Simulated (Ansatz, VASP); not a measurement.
# Cross-check of CdTe between VASP and Ansatz, part 2 of 2

Wanted: the spread between two codes on one cell, functional and k mesh. The cell is taken from a series of VASP runs on this material, whose earlier steps may have relaxed, scaled or displaced it; both programs get it as it stands. Other levels of theory on this material are compared in a session of their own.

VASP 6.6.1 and Ansatz 0.2.0.

So far. Step 2 (VASP: band structure, r2SCAN, spin-orbit coupling): The run ends at a pressure of 1.39 GPa.

## 3. Ansatz: band structure, r2SCAN, spin-orbit coupling

Level of this step: Ansatz beside VASP: Kohn-Sham DFT, plane waves, r2SCAN, spin-orbit coupling (Ansatz).

Ansatz runs on its fully relativistic PAW (standard-fr) files.

The same cell, functional, mesh and smearing now go to Ansatz, which takes its cutoff from its data sets.

input.yaml reads:

```yaml
crystal:
  lattice:
    - [0.0, 3.24, 3.24]
    - [3.24, 0.0, 3.24]
    - [3.24, 3.24, 0.0]
  atoms:
    - { symbol: Te, position: [0.75, 0.75, 0.75] }
    - { symbol: Cd, position: [0.0, 0.0, 0.0] }
hamiltonian:
  xc: r2scan
  pseudopotentials: { kind: paw_fr }
magnetization:
  noncollinear: true
  spin_orbit: true
kpoints:
  mp_grid: { grid: [6, 6, 6] }
  band_path:
    path:
      - [0.0, 0.0, 0.0]
      - [0.16667, 0.0, 0.16667]
      - [0.33333, 0.0, 0.33333]
      - [0.5, 0.0, 0.5]
      - [0.5, 0.08333, 0.58333]
      - [0.5, 0.19444, 0.69444]
      - [0.5, 0.25, 0.75]
      - [0.45833, 0.29167, 0.75]
      - [0.40278, 0.34722, 0.75]
      - [0.375, 0.375, 0.75]
      - [0.20833, 0.20833, 0.41667]
      - [0.08333, 0.08333, 0.16667]
      - [0.0, 0.0, 0.0]
      - [0.22222, 0.22222, 0.22222]
      - [0.38889, 0.38889, 0.38889]
      - [0.51389, 0.47222, 0.51389]
      - [0.55556, 0.38889, 0.55556]
      - [0.61111, 0.27778, 0.61111]
      - [0.61111, 0.25, 0.63889]
      - [0.56944, 0.25, 0.68056]
      - [0.51389, 0.25, 0.73611]
      - [0.5, 0.27778, 0.72222]
      - [0.5, 0.38889, 0.61111]
      - [0.5, 0.47222, 0.52778]
      - [0.48611, 0.48611, 0.52778]
      - [0.43056, 0.43056, 0.63889]
      - [0.38889, 0.38889, 0.72222]
      - [0.59722, 0.19444, 0.59722]
      - [0.55556, 0.11111, 0.55556]
      - [0.5, 0.0, 0.5]
    npoints: 1
scf:
  occupations: { method: gaussian, width: 0.03 }
  n_extra_bands: 14
output:
  forces: true
  stress: true
  eigenvalues: true
```

Launch:

```sh
> ansatz run input.yaml --threads 2 --pin off --max-ram 4608MiB --backend cpu --events-out ev --progress --plain --runs-dir out
```

Numbers of over 12 decimals in the logs are rounded to 6 here.

The program printed:

```text
scf.n_extra_bands = 14 over 36 filled bands (N_el = 36.0): the run solves 50 bands
Engine: ansatz 0.2.0, aarch64-unknown-linux-gnu
Pseudopotentials: kind: paw_fr
Pseudopotential: Te, paw_fr, valence charge 16, recommended cutoff 500 eV (meta_gga), Te.paw.azcp#standard-fr
Pseudopotential: Cd, paw_fr, valence charge 20, recommended cutoff 500 eV (meta_gga), Cd.paw.azcp#standard-fr
Functional definition: r2SCAN
  parameter k0 = 0.174
  parameter k1 = 0.065
  parameter a1 = 4.9479
  exchange = r2scan_x(k0 = k0, k1 = k1, a1 = a1)
  correlation = r2scan_c
non-collinear run that drives no moment, with spin-orbit: no starting moment large enough to seed its density (crystal.atoms[].spin), no starting occupations that ask for one, no magnetisation constraint and no magnetic field, so the semilocal B_xc is pinned to zero
Crystal: 2 atoms, lattice volume = 68.024 Å³
Basis set: ecut = 500 eV, 1759 PW (Γ), exchange–correlation on 144×144×144 points (64 copies of the dense FFT grid, shifted against one another)
Bands: 50, of which v1, the nominal top of the filled ones, is band 36 counted from 1 (35 counted from 0)
Symmetry: 24 space group operations + 24 with time reversal
Magnetic group: BNS 216.75 (UNI 1577), of the structure as read, at distance tolerance 4.1e-5 Å
k-points: 16 of 216 (time reversal used)
Projection manifold: j_resolved (fully-relativistic pseudo-atomic orbitals)
Non-local potential: Te, projectors of the file, l = 0: 2, l = 1: 4, l = 2: 4, l = 3: 4
Non-local potential: Cd, projectors of the file, l = 0: 3, l = 1: 4, l = 2: 4, l = 3: 2
PAW form: soft (Blöchl's): semilocal exchange-correlation on the pseudo side does not see the compensation charge
PAW frozen core: Te, regenerated for the run's functional (the file was generated under x = pbe(κ = 0.804, μ = 0.219515), c = pbe(β = 0.066725))
PAW frozen core: Cd, regenerated for the run's functional (the file was generated under x = pbe(κ = 0.804, μ = 0.219515), c = pbe(β = 0.066725))
PAW one-centre angular grid: Te, 590 points (default); XC on 224 Gauss nodes
PAW one-centre angular grid: Cd, 590 points (default); XC on 224 Gauss nodes
Initial density: superposition of atomic densities (chi_scale 0.1, normalization cell, long waves kept (reshape's long-wave potential 0.00 eV rms))
Initial wavefunctions: pseudopotential atomic-orbital guess
Functional: x = r2scan, c = r2scan; τ floored in thin density (d = 2e-4 eV/Å³)
iter 1 solved again at ethr=7.47e-4 eV; its pass at ethr=3.10e-3 eV (dr2=2.69e-1 eV) is discarded
SCF iter   1: F=—  HF=-15244.608015 eV  |F-HF|=—  |Δ(HF+E_count)|=         —  Δρ=2.42e-2  dr2=2.70e-1  dr2_τ=1.65e-3  dr2_m=0.00e0 (ungated)  ethr=7.47e-4  |M|=0.00e0 ∫|m|=0.00e0 μB  |m|>n=0.0e0 m-floor=0.0e0 τ_xc=0.0e0  β_m=0.30  ⟨swp⟩=2.8  Hψ=5254  notcnv=0
preconditioner: auto → none  [insulator: Δε(μ)=0.824 eV  Ē_g=14.333 eV  σ=0.030 eV  W_gap=1.00  n_scr=14 (ndim 8)  ℏωp=19.1 eV  f_vac=0.156  D(μ)=0.00/eV (n_scr^D=0)  ε∞_Penn≈2.8]
SCF iter   2: F=—  HF=-15244.625078 eV  |F-HF|=—  |Δ(HF+E_count)|=   1.71e-2  Δρ=1.44e-2  dr2=9.11e-2  dr2_τ=1.87e-3  dr2_m=0.00e0 (ungated)  ethr=7.47e-4  |M|=0.00e0 ∫|m|=0.00e0 μB  |m|>n=0.0e0 m-floor=0.0e0 τ_xc=0.0e0  β_m=0.47  ⟨swp⟩=3.6  Hψ=1338  notcnv=0
SCF iter   3: F=—  HF=-15244.647042 eV  |F-HF|=—  |Δ(HF+E_count)|=   2.20e-2  Δρ=4.61e-3  dr2=8.33e-3  dr2_τ=1.40e-4  dr2_m=0.00e0 (ungated)  ethr=2.53e-4  |M|=0.00e0 ∫|m|=0.00e0 μB  |m|>n=0.0e0 m-floor=0.0e0 τ_xc=0.0e0  β_m=0.52  ⟨swp⟩=3.0  Hψ=1470  notcnv=0  defer=90
SCF iter   4: F=—  HF=-15244.650507 eV  |F-HF|=—  |Δ(HF+E_count)|=   3.46e-3  Δρ=7.75e-4  dr2=1.60e-4  dr2_τ=3.86e-6  dr2_m=0.00e0 (ungated)  ethr=2.31e-5  |M|=0.00e0 ∫|m|=0.00e0 μB  |m|>n=0.0e0 m-floor=0.0e0 τ_xc=0.0e0  β_m=0.64  ⟨swp⟩=2.3  Hψ=1222  notcnv=0  defer=90
SCF iter   5: F=—  HF=-15244.650607 eV  |F-HF|=—  |Δ(HF+E_count)|=   1.00e-4  Δρ=1.57e-4  dr2=1.04e-5  dr2_τ=8.88e-8  dr2_m=0.00e0 (ungated)  ethr=4.45e-7  |M|=0.00e0 ∫|m|=0.00e0 μB  |m|>n=0.0e0 m-floor=0.0e0 τ_xc=0.0e0  β_m=0.59  ⟨swp⟩=2.0  Hψ=990  notcnv=0  defer=90
SCF iter   6: F=—  HF=-15244.650584 eV  |F-HF|=—  |Δ(HF+E_count)|=   2.25e-5  Δρ=3.79e-5  dr2=3.86e-7  dr2_τ=9.16e-9  dr2_m=0.00e0 (ungated)  ethr=2.89e-8  |M|=0.00e0 ∫|m|=0.00e0 μB  |m|>n=0.0e0 m-floor=0.0e0 τ_xc=0.0e0  β_m=0.80  ⟨swp⟩=2.1  Hψ=1148  notcnv=0  defer=90
SCF iter   7: F=-15244.650585 eV  HF=-15244.650585 eV  |F-HF|=5.83e-9  |Δ(HF+E_count)|=   4.21e-7  Δρ=5.76e-6  dr2=1.31e-8  dr2_τ=3.08e-10  dr2_m=0.00e0 (ungated)  ethr=2.78e-10  |M|=0.00e0 ∫|m|=0.00e0 μB  |m|>n=0.0e0 m-floor=0.0e0 τ_xc=0.0e0  ⟨swp⟩=9.9  Hψ=3745  notcnv=0
SCF 1 converged in 7 iterations: F = -15244.650585 eV  dr2 = 1.31e-8
  greatest PAW one-centre occupation: 1.001 electrons in one spin orbital (limit 2), on the Cd atom at site 1 (counted from 0), in its partial waves of l = 0
NSCF: frozen V_eff on 30 k-points
SCF converged after 7 iterations
Magnetization: |M| = 0.0000 μB,  M = (+0.0000, +0.0000, +0.0000) μB
Absolute magnetization: 0.0000 μB (∫|m|)
  site 0: m = (+0.0000, +0.0000, +0.0000) μB, |m| = 0.0000 μB  (R = 1.16 Å)
  site 1: m = (+0.0000, +0.0000, +0.0000) μB, |m| = 0.0000 μB  (R = 1.16 Å)
Free energy (F): -15244.650585 eV
Harris-Foulkes:  -15244.650585 eV  (|F-HF|=5.83e-9)
Internal energy: -15244.650585 eV  (E = F + TS)
E sigma→0 (E₀):  -15244.650585 eV
Fermi energy:    7.995620 eV
--- Per-component energies (eV) ---
  E_band       = -827.368591
  E_kinetic    = 686.383498
  E_local      = -5420.044114  (includes V_loc(G=0)·N_el)
  E_nonlocal   = -277.096739
  E_hartree    = 2734.863521
  E_xc         = -283.886591
  E_vxc        = -358.177578  (∫ρ·V_xc dr)
  E_paw        = -8772.578098  (= ΣΔE_a)
  E_vpaw       = -952.424468  (= ΣTr[D̂ρ^β])
  E_aug_tail   = -0.000032  (compensation charges beyond the density's cutoff)
  E_vtau       = 24.266916  (kinetic-family band-sum trace: ∫τ·v_τ [+ j·A + Jᵃ·Aᵃ] dr)
  E_ewald      = -3912.024287
  E_core_change = -0.267743  (= ΣΔE_core)
  E_smearing   = -0.000000  (= −TS)
  E_closure    = -0.000000  (closes the sum)
  Σ components = -15244.650585   (vs F -15244.650585, Δ=0.00e0)
--- Forces (eV/Å), atoms counted from 1 ---
  atom   1  Te     0.00000000    -0.00000000    -0.00000000
  atom   2  Cd    -0.00000000     0.00000000     0.00000000
  max |Σ_I F_I| component: 1.20e-16 eV/Å
--- Stress (GPa, compression-positive) ---
        1.573652       0.000000       0.000000
        0.000000       1.573652       0.000000
       -0.000000       0.000000       1.573652
  P = ⅓ Tr σ = 1.5737 GPa (15.737 kbar)
--- Band table (eV; the first three rows and the last of 16) ---
  k-point 0: bands = [... 32 lower, 7.4865, 7.4865, 7.4865, 7.4865, 8.5041, 8.5041, 12.0373, 12.0373, ... 10 higher]
  k-point 1: bands = [... 32 lower, 6.7516, 6.7516, 7.2395, 7.2570, 9.5234, 9.5234, 12.3342, 12.3342, ... 10 higher]
  k-point 2: bands = [... 32 lower, 6.3323, 6.3323, 6.8414, 6.8573, 9.5811, 9.5811, 12.7879, 12.7879, ... 10 higher]
  k-point 15: bands = [... 32 lower, 4.6729, 5.0190, 5.1360, 5.1539, 11.1455, 11.3308, 11.3316, 11.4158, ... 10 higher]
```

It took 46 s on 2 threads of Arm Neoverse N1, shared host; peak memory 0.77 GiB; 91 s of CPU time.

In the SCF lines HF is the Harris–Foulkes energy and dr2 the Hartree energy of the density residual, in eV; the loop may stop once dr2 is under the threshold and the program's other checks hold. Hψ counts applications of the Hamiltonian.

## 4. Comparison

Known differences besides the potentials themselves: spin-orbit coupling enters by fully relativistic files in Ansatz and inside the spheres in VASP; VASP keeps PBE cores, Ansatz makes them for the functional; the data sets hold 36 valence electrons in Ansatz (fully relativistic PAW (standard-fr) files) and 18 in VASP; the cutoff is 500 eV in Ansatz and 350 eV in VASP. Total energies have different zeros and are not compared.

The two programs side by side:

```csv
quantity,Ansatz,VASP,difference
pressure (GPa),1.57,1.39,+0.18
gap over the path points (eV),1.018,1.004,+0.014
```

Levels at points of the path, from each program's valence-band top (eV; 8 filled, then empty):

```csv
k (reciprocal lattice),Ansatz,VASP
0.000 0.000 0.000,-8.40 -8.40 -0.84 -0.84 0.00 0.00 0.00 0.00 1.02 1.02 4.55 4.55 4.89 4.89,-8.35 -8.35 -0.81 -0.81 0.00 0.00 0.00 0.00 1.00 1.00 4.54 4.54 4.86 4.86
0.167 0.000 0.167,-8.36 -8.36 -2.01 -2.01 -1.05 -1.05 -0.67 -0.67 2.65 2.65 3.83 3.83 5.71 5.71,-8.31 -8.31 -2.01 -2.01 -1.05 -1.05 -0.67 -0.67 2.65 2.65 3.81 3.81 5.69 5.69
0.333 0.000 0.333,-8.18 -8.18 -3.77 -3.77 -1.98 -1.98 -1.62 -1.62 2.79 2.79 3.24 3.24 7.50 7.50,-8.14 -8.14 -3.78 -3.78 -1.98 -1.98 -1.63 -1.63 2.77 2.77 3.23 3.23 7.50 7.50
0.500 0.000 0.500,-7.92 -7.92 -4.63 -4.63 -2.35 -2.35 -2.01 -2.01 2.62 2.62 2.73 2.73 9.01 9.01,-7.88 -7.88 -4.65 -4.65 -2.35 -2.35 -2.02 -2.02 2.61 2.61 2.71 2.71 9.04 9.04
0.500 0.083 0.583,-7.94 -7.87 -4.66 -4.55 -2.54 -2.37 -2.14 -2.11 2.92 2.97 3.00 3.10 8.24 8.40,-7.90 -7.83 -4.67 -4.57 -2.54 -2.37 -2.15 -2.12 2.91 2.96 2.99 3.09 8.24 8.40
0.500 0.194 0.694,-7.93 -7.80 -4.63 -4.39 -2.88 -2.49 -2.40 -2.40 3.91 4.19 4.21 4.23 6.38 6.50,-7.89 -7.76 -4.64 -4.41 -2.88 -2.50 -2.41 -2.41 3.91 4.18 4.20 4.22 6.37 6.49
0.500 0.250 0.750,-7.93 -7.79 -4.62 -4.36 -2.95 -2.49 -2.47 -2.44 4.18 4.57 4.67 4.73 5.74 5.92,-7.89 -7.75 -4.64 -4.38 -2.95 -2.50 -2.48 -2.45 4.19 4.56 4.67 4.72 5.73 5.90
0.458 0.292 0.750,-7.94 -7.80 -4.62 -4.37 -2.98 -2.63 -2.31 -2.22 3.83 4.01 4.56 4.73 6.16 6.27,-7.89 -7.76 -4.64 -4.39 -2.98 -2.64 -2.32 -2.23 3.83 4.00 4.56 4.72 6.15 6.26
0.403 0.347 0.750,-7.95 -7.82 -4.63 -4.40 -3.05 -2.75 -1.92 -1.87 3.06 3.12 4.52 4.70 7.21 7.28,-7.91 -7.78 -4.65 -4.42 -3.05 -2.77 -1.93 -1.88 3.05 3.10 4.52 4.70 7.20 7.27
0.375 0.375 0.750,-7.96 -7.82 -4.64 -4.40 -3.06 -2.77 -1.85 -1.81 2.94 2.98 4.51 4.69 7.52 7.54,-7.91 -7.78 -4.65 -4.42 -3.07 -2.78 -1.85 -1.82 2.93 2.96 4.52 4.69 7.51 7.52
```

Among the levels compared at these points, filled levels agree within 48 meV and empty ones within 35 meV. Ansatz's pressure holds a Pulay correction of 0.04 GPa; VASP's holds none.

## 5. Summary of results

```yaml
difference_in_gap_over_the_path_points_band_structure_r2scan_spin_orbit_coupling: 0.014 eV
```

In words: The difference in gap over the path points is 0.014 eV (band structure, r2SCAN, spin-orbit coupling), within the 0.08 eV picked in this series as the mark of a large difference. 7 further runs of this series are not shown here. How closely two codes agree says nothing of how well the functional describes the real material.

[Lines on the potential files, build, host, timing and source positions are cut from VASP's logs without a mark.]

[Logs are printed without paths, hosts, clocks, repeated set-up lines and the standing remarks that a program may print on its own settings, such as how far it seeks lower states.]

[Hosts, paths, dates, database ids (printed as entryN), source tags and the programs' standing remarks are cut or masked in the printed files.]
